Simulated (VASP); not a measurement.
# Ba (Pm-3m) in VASP: further runs

The runs below take Ba through single point, with r2SCAN.

All numbers are computed with VASP 6.6.1; they aren't measurements. Logs are shortened: lines on timing, memory, paths and dates and some standing lists are left out, and cuts for length are marked.

## Step 1: Starting point

Symmetry: Pm-3m, No. 221, cubic system. Conventional cell: a = 3.918 Å, b = 3.918 Å, c = 3.918 Å, α = 90.00°, β = 90.00°, γ = 90.00°. Around Ba (site symmetry m-3m) lie 6 Ba at 3.92 Å.

This isn't the form of Ba at room conditions, which is bcc.

## Step 2: Single point, r2SCAN

The input, POSCAR:

```
Ba
1.0
    3.9177200000      0.0000000000      0.0000000000
    0.0000000000      3.9177200000      0.0000000000
    0.0000000000      0.0000000000      3.9177200000
Ba
1
Direct
    0.0000000000      0.0000000000      0.0000000000
```

The input, INCAR.step1:

```
SYSTEM = Ba
PREC = Accurate
ENCUT = 520
ISMEAR = -1
SIGMA = 0.05
LREAL = .FALSE.
LASPH = .TRUE.
NELM = 100
NBANDS = 11
GGA = PE
ALGO = Normal
EDIFF = 1E-4
LWAVE = .TRUE.
LCHARG = .FALSE.
```

The input, INCAR.step2:

```
SYSTEM = Ba
PREC = Accurate
ENCUT = 520
EDIFF = 1E-7
ISMEAR = -1
SIGMA = 0.05
LREAL = .FALSE.
LASPH = .TRUE.
NELM = 100
ALGO = Normal
ISIF = 2
LWAVE = .FALSE.
LCHARG = .FALSE.
METAGGA = R2SCAN
LMIXTAU = .TRUE.
NBANDS = 11
ISTART = 1
```

The input, KPOINTS:

```
Automatic mesh
0
G
  6 6 6
  0 0 0
```

Potentials or basis: VASP PAW PBE potentials, release 64 (Ba_sv).

On the command line:

```sh
> cat potpaw_PBE.64/Ba_sv/POTCAR > POTCAR
> cp INCAR.step1 INCAR
> mpirun -np 1 vasp_std > vasp.out
> cp INCAR.step2 INCAR
> mpirun -np 1 vasp_std > vasp.out
```

OUTCAR:

```text
SYSTEM = Ba
   PREC = Accurate
   ENCUT = 520
   EDIFF = 1E-7
   ISMEAR = -1
   LREAL = .FALSE.
   LASPH = .TRUE.
   NELM = 100
   ISIF = 2
   METAGGA = R2SCAN
   ISTART = 1

 ion  position               nearest neighbor table
   1  0.000  0.000  0.000-

  LATTYP: Found a simple cubic cell.
 ALAT       =     3.9177200000

  Lattice vectors:

 A1 = (   3.9177200000,   0.0000000000,   0.0000000000)
 A2 = (   0.0000000000,   3.9177200000,   0.0000000000)
 A3 = (   0.0000000000,   0.0000000000,   3.9177200000)

Analysis of symmetry for initial positions (statically):
=====================================================================
 Subroutine PRICEL returns:
 Original cell was already a primitive cell.

 Routine SETGRP: Setting up the symmetry group for a
 simple cubic supercell.

 Subroutine GETGRP returns: Found 48 space group operations
 (whereof 48 operations were pure point group operations)
 out of a pool of 48 trial point group operations.

The static configuration has the point symmetry O_h .

Analysis of symmetry for dynamics (positions and initial velocities):
=====================================================================
 Subroutine PRICEL returns:
 Original cell was already a primitive cell.

 Routine SETGRP: Setting up the symmetry group for a
 simple cubic supercell.

 Subroutine GETGRP returns: Found 48 space group operations
 (whereof 48 operations were pure point group operations)
 out of a pool of 48 trial point group operations.

The dynamic configuration has the point symmetry O_h .

 Subroutine INISYM returns: Found 48 space group operations
 (whereof 48 operations are pure point group operations),
 and found     1 'primitive' translations

----------------------------------------------------------------------------------------

                                     Primitive cell

  volume of cell :      60.1312

  direct lattice vectors                    reciprocal lattice vectors
     3.917720000  0.000000000  0.000000000     0.255250503  0.000000000  0.000000000
     0.000000000  3.917720000  0.000000000     0.000000000  0.255250503  0.000000000
     0.000000000  0.000000000  3.917720000     0.000000000  0.000000000  0.255250503

  length of vectors
     3.917720000  3.917720000  3.917720000     0.255250503  0.255250503  0.255250503

  position of ions in fractional coordinates (direct lattice)
     0.000000000  0.000000000  0.000000000

  ion indices of the primitive-cell ions
   primitive index   ion index
                 1           1

----------------------------------------------------------------------------------------

 KPOINTS: Automatic mesh

Automatic generation of k-mesh.
 Grid dimensions read from file:
 generate k-points for:    6    6    6

 Generating k-lattice:

  Cartesian coordinates                     Fractional coordinates (reciprocal lattice)
     0.042541750  0.000000000  0.000000000     0.166666667  0.000000000  0.000000000
     0.000000000  0.042541750  0.000000000     0.000000000  0.166666667  0.000000000
     0.000000000  0.000000000  0.042541750     0.000000000  0.000000000  0.166666667

  Length of vectors
     0.042541750  0.042541750  0.042541750

  Shift w.r.t. Gamma in fractional coordinates (k-lattice)
     0.000000000  0.000000000  0.000000000

 Subroutine IBZKPT returns following result:
 ===========================================

 Found     20 irreducible k-points:

 Following reciprocal coordinates:
            Coordinates               Weight
  0.000000  0.000000  0.000000      1.000000
  0.166667  0.000000  0.000000      6.000000
  0.333333  0.000000  0.000000      6.000000
  0.500000  0.000000  0.000000      3.000000
  0.166667  0.166667  0.000000     12.000000
  0.333333  0.166667  0.000000     24.000000
[... 12 lines left out ...]
  0.500000  0.500000  0.333333      6.000000
  0.500000  0.500000  0.500000      1.000000
   k-points           NKPTS =     20   k-points in BZ     NKDIM =     20   number of bands    NBANDS=     11
   number of dos      NEDOS =    301   number of ions     NIONS =      1
   total plane-waves  NPLWV =  27000
   dimension x,y,z NGX =    30 NGY =   30 NGZ =   30
   dimension x,y,z NGXF=    60 NGYF=   60 NGZF=   60
   ions per type =               1
   NGX,Y,Z   is equivalent  to a cutoff of  12.73, 12.73, 12.73 a.u.
   NGXF,Y,Z  is equivalent  to a cutoff of  25.46, 25.46, 25.46 a.u.
 SYSTEM =  Ba
   PREC   = accura    normal or accurate (medium, high low for compatibility)
   ISTART =      1    job   : 0-new  1-cont  2-samecut
   ICHARG =      0    charge: 1-file 2-atom 10-const
   ISPIN  =      1    spin polarized calculation?
   LNONCOLLINEAR =      F non collinear calculations
   LSORBIT =      F    spin-orbit coupling
   LASPH  =      T    aspherical Exc in radial PAW
   ENCUT  =  520.0 eV  38.22 Ry    6.18 a.u.   7.28  7.28  7.28*2*pi/ulx,y,z
   NELM   =    100;   NELMIN=  2; NELMDL=  0     # of ELM steps
   EDIFF  = 0.1E-06   stopping-criterion for ELM
   LREAL  =      F    real-space projection
   EDIFFG = 0.1E-05   stopping-criterion for IOM
   NSW    =      0    number of steps for IOM
   IBRION =     -1    ionic relax: 0-MD 1-quasi-New 2-CG
   NFREE  =      0    steps in history (QN), initial steepest desc. (CG)
   ISIF   =      2    stress and relaxation
   ISYM   =      2    0-nonsym 1-usesym 2-fastsym
   POTIM  = 0.5000    time-step for ionic-motion
   TEBEG  =    0.0;   TEEND  =   0.0 temperature during run
   PSTRESS=    0.0 pullay stress
   NELECT =      10.0000    total number of electrons
   NUPDOWN=      -1.0000    fix difference up-down
   EMIN   =  10.00;   EMAX   =-10.00  energy-range for DOS
   EFERMI =   0.00;   METHOD = LEGACY
   ISMEAR =    -1;   SIGMA  =   0.05  broadening in eV -4-tet -1-fermi 0-gaus
   EFERMI_NEDOS =   21; number of points for ismear=-14 and -15
   IALGO  =     38    algorithm
   IMIX   =      4    mixing-type and parameters
     AMIX     =   0.40;   BMIX     =  1.00
     AMIX_MAG =   1.60;   BMIX_MAG =  1.00
  volume/ion in A,a.u.               =      60.13       405.79
  Fermi-wavevector in a.u.,A,eV,Ry     =   0.900274  1.701271 11.027434  0.810494
  Thomas-Fermi vector in A             =   2.023211
   LORBIT       =      0    0 simple, 1 ext, 2 COOP (PROOUT), +10 PAW based schemes
   METAGGA = R2SCAN    functional components
   LHFCALC =     F    Hartree Fock is set to
   AEXX    =    0.0000 exact exchange contribution
   IVDW    =     0    specifies the selected vdW correction
   LEPSILON=     F    determine dielectric tensor
   LRPA    =     F    only Hartree local field effects (RPA)
 non-spin polarized calculation
  energy-cutoff  :      520.00
  volume of cell :       60.13
 maximum number of plane-waves:      1647
 NGX is ok and might be reduce to    30
   NGX = 15   NGY = 15   NGZ = 15

 number of electron      10.0000001 magnetization

 Free energy of the ion-electron system (eV)
  ---------------------------------------------------
  ext. energy  EPLUGINS =         0.00000000
  ---------------------------------------------------
  free energy    TOTEN  =       -26.16908065 eV

  energy without entropy =      -26.16103938  energy(sigma->0) =      -26.16506002

 E-fermi :   1.8855     XC(G=0):  -7.9701

 val. band max:        1.8268799677   @ k =   0.5000   0.1667   0.1667
 cond. band min:       1.9673160834   @ k =   0.5000   0.1667   0.0000
 fundamental gap:      0.1404361157
 Fermi energy:         1.8855250611

 k-point     1 :       0.0000    0.0000    0.0000
  band No.  band energies     occupation
      1     -28.3912      2.00000
      2     -12.7933      2.00000
      3     -12.7933      2.00000
      4     -12.7933      2.00000
      5      -0.8621      2.00000
      6       2.0153      0.13893
      7       2.0153      0.13893
      8       7.0727      0.00000
      9       7.0727      0.00000
     10       7.0727      0.00000
     11      10.0564      0.00000

 k-point     2 :       0.1667    0.0000    0.0000
  band No.  band energies     occupation
      1     -28.3744      2.00000
      2     -12.9999      2.00000
      3     -12.7751      2.00000
      4     -12.7751      2.00000
      5      -0.4383      2.00000
      6       2.1552      0.00904
      7       2.4329      0.00004
      8       6.1844      0.00000
      9       6.1844      0.00000
     10       7.1386      0.00000
     11       8.6706      0.00000

 k-point     3 :       0.3333    0.0000    0.0000
  band No.  band energies     occupation
      1     -28.3405      2.00000
      2     -13.3830      2.00000
      3     -12.7382      2.00000
      4     -12.7382      2.00000
      5       0.5256      2.00000
      6       2.4750      0.00002
      7       2.9401      0.00000
      8       5.1009      0.00000
      9       5.1009      0.00000
     10       7.2773      0.00000
     11       7.9974      0.00000

 k-point     4 :       0.5000    0.0000    0.0000
  band No.  band energies     occupation
      1     -28.3233      2.00000
      2     -13.5619      2.00000
      3     -12.7196      2.00000
      4     -12.7196      2.00000
      5       1.2957      1.99998
      6       2.5741      0.00000
      7       2.6620      0.00000
      8       4.6932      0.00000
      9       4.6932      0.00000
     10       7.3504      0.00000
     11       9.1345      0.00000

 k-point     5 :       0.1667    0.1667    0.0000
  band No.  band energies     occupation
      1     -28.3578      2.00000
      2     -12.9897      2.00000
      3     -12.9668      2.00000
      4     -12.7571      2.00000
      5      -0.0325      2.00000
      6       2.4058      0.00006
      7       2.7416      0.00000
      8       5.2226      0.00000
      9       6.1133      0.00000
     10       6.4910      0.00000
     11       9.4302      0.00000
[... 155 lines left out ...]
 k-point    17 :       0.3333    0.3333    0.3333
  band No.  band energies     occupation
      1     -28.2429      2.00000
      2     -13.2421      2.00000
      3     -13.2157      2.00000
      4     -13.2157      2.00000
      5       1.5465      1.99773
      6       2.6585      0.00000
      7       2.6585      0.00000
      8       5.6794      0.00000
      9       5.6794      0.00000
     10       6.1271      0.00000
     11       8.2940      0.00000

 k-point    18 :       0.5000    0.3333    0.3333
  band No.  band energies     occupation
      1     -28.2266      2.00000
      2     -13.3899      2.00000
      3     -13.2068      2.00000
      4     -13.1903      2.00000
      5       1.5234      1.99857
      6       2.2497      0.00137
      7       2.5813      0.00000
      8       5.7625      0.00000
      9       6.1002      0.00000
     10       7.5669      0.00000
     11       8.4042      0.00000

 k-point    19 :       0.5000    0.5000    0.3333
  band No.  band energies     occupation
      1     -28.2105      2.00000
      2     -13.3617      2.00000
      3     -13.3617      2.00000
      4     -13.1734      2.00000
      5       1.4065      1.99986
      6       2.2162      0.00268
      7       2.2162      0.00268
      8       6.0203      0.00000
      9       6.7654      0.00000
     10       8.6932      0.00000
     11       8.8508      0.00000

 k-point    20 :       0.5000    0.5000    0.5000
  band No.  band energies     occupation
      1     -28.1945      2.00000
      2     -13.3344      2.00000
      3     -13.3344      2.00000
      4     -13.3344      2.00000
      5       1.7659      1.83240
      6       1.7659      1.83240
      7       1.7659      1.83240
      8       5.8768      0.00000
      9       8.7413      0.00000
     10       8.7413      0.00000
     11       9.3977      0.00000

------------------------ aborting loop because EDIFF is reached ----------------------------------------

  FORCE on cell =-STRESS in cart. coord.  units (eV):
  Direction    XX          YY          ZZ          XY          YZ          ZX
  --------------------------------------------------------------------------------------
  -------------------------------------------------------------------------------------
  Total        0.0639902      0.0639902      0.0639902     -0.0000000     -0.0000000     -0.0000000
  in kB        1.7049981      1.7049981      1.7049981     -0.0000000     -0.0000000     -0.0000000
  external PRESSURE =       1.7049981 kB  Pullay stress =       0.0000000 kB

 VOLUME and BASIS-vectors are now :
 -----------------------------------------------------------------------------
  energy-cutoff  :      520.00
  volume of cell :       60.13
      direct lattice vectors                 reciprocal lattice vectors
     3.917720000  0.000000000  0.000000000     0.255250503  0.000000000  0.000000000
     0.000000000  3.917720000  0.000000000     0.000000000  0.255250503  0.000000000
     0.000000000  0.000000000  3.917720000     0.000000000  0.000000000  0.255250503

 POSITION                                       TOTAL-FORCE (eV/Angst)
 -----------------------------------------------------------------------------------
      0.00000      0.00000      0.00000         0.000000      0.000000      0.000000
 -----------------------------------------------------------------------------------
    total drift:                                0.000000      0.000000     -0.000000

  FREE ENERGIE OF THE ION-ELECTRON SYSTEM (eV)
  ---------------------------------------------------
  free  energy   TOTEN  =       -26.1690806475 eV

  energy  without entropy=      -26.1610393847  energy(sigma->0) =      -26.16506002
```

Wall time 24 s (1 thread of Intel Xeon 6975P-C (Granite Rapids), shared host); peak memory 0.17 GiB.

Results:

* Free energy: -26.1691 eV
* Pressure: 0.2 GPa
* Band gap on the k mesh: none (metal or under the smearing width)

Levels at points of the mesh, in eV from the Fermi level:
```tsv
k point	band 2	band 3	band 4	band 5	band 6	band 7	band 8	band 9
(0.00, 0.00, 0.00)	-14.68	-14.68	-14.68	-2.75	0.13	0.13	5.19	5.19
(0.50, 0.00, 0.00)	-15.45	-14.61	-14.61	-0.59	0.69	0.78	2.81	2.81
(0.50, 0.50, 0.00)	-15.33	-15.33	-14.54	-1.21	0.95	3.36	3.36	3.58
(0.50, 0.50, 0.50)	-15.22	-15.22	-15.22	-0.12	-0.12	-0.12	3.99	6.86
```

Caveat: the PAW data sets were made with another functional, which shifts forces and pressure a little.

## Step 3: Single point, r2SCAN

This run uses another cell than the first one, of 57.68 Å³/atom, 0.959 times its volume.

The input, POSCAR:

```
Ba
1.0
    3.9996500000      0.0000000000      0.0000000000
    0.0000000000      3.9996500000      0.0000000000
    0.0000000000      0.0000000000      3.6055400000
Ba
1
Direct
    0.5000000000      0.5000000000      0.5000000000
```

The input, INCAR.step1:

```
SYSTEM = Ba
ALGO = Normal ; EDIFF = 1E-4
ENCUT = 520 ; GGA = PE
ISMEAR = -1 ; LASPH = .True.
LCHARG = .False. ; LREAL = .False.
LWAVE = .True. ; NBANDS = 11
NELM = 100 ; PREC = Accurate
SIGMA = 0.05
```

The input, INCAR.step2:

```
SYSTEM = Ba
ALGO = Normal ; EDIFF = 1E-6
ENCUT = 520 ; ISIF = 2
ISMEAR = -1 ; ISTART = 1
LASPH = .True. ; LCHARG = .True.
LELF = .True. ; LMIXTAU = .True.
LREAL = .False. ; LVHAR = .True.
LWAVE = .False. ; METAGGA = R2SCAN
NBANDS = 11 ; NELM = 100
PREC = Accurate ; SIGMA = 0.05
```

The input, KPOINTS:

```
k-points
0
Gamma
  6 6 6
  0 0 0
```

Potentials or basis: VASP PAW PBE potentials, release 64 (Ba_sv).

On the command line:

```sh
> cat potpaw_PBE.64/Ba_sv/POTCAR > POTCAR
> cp INCAR.step1 INCAR
> mpirun -np 1 vasp_std > vasp.out
> cp INCAR.step2 INCAR
> mpirun -np 1 vasp_std > vasp.out
```

Wall time 36 s (1 thread of Intel Xeon 6975P-C (Granite Rapids), shared host); peak memory 0.18 GiB.

It converged, with:

```
Free energy            : -26.1163 eV
Pressure               : 0.6 GPa
Band gap on the k mesh : none (metal or under the smearing width)
```

Stress tensor (GPa, compression positive):
```
-0.75  0.00  0.00
 0.00 -0.75  0.00
 0.00  0.00  3.16
```

Levels at points of the mesh, in eV from the Fermi level:
| k point | band 3 | band 4 | band 5 | band 6 | band 7 | band 8 |
| --- | --- | --- | --- | --- | --- | --- |
| (0.00, 0.00, 0.00) | -14.70 | -14.36 | -2.72 | 0.06 | 0.07 | 4.90 |
| (0.50, 0.00, 0.00) | -14.64 | -14.31 | -0.69 | 0.58 | 0.65 | 2.65 |
| (0.50, 0.50, 0.00) | -15.26 | -14.26 | -1.17 | 0.59 | 3.47 | 3.47 |
| (0.00, 0.00, 0.50) | -14.53 | -14.53 | -0.13 | 1.13 | 1.14 | 2.21 |
| (0.50, 0.00, 0.50) | -15.13 | -14.48 | -1.37 | 1.27 | 2.68 | 3.56 |
| (0.50, 0.50, 0.50) | -15.04 | -15.04 | -0.45 | -0.45 | 0.41 | 4.07 |

Caveat: the PAW data sets were made with another functional, which shifts forces and pressure a little. Spin-orbit coupling is left out, which matters for the levels of Ba.
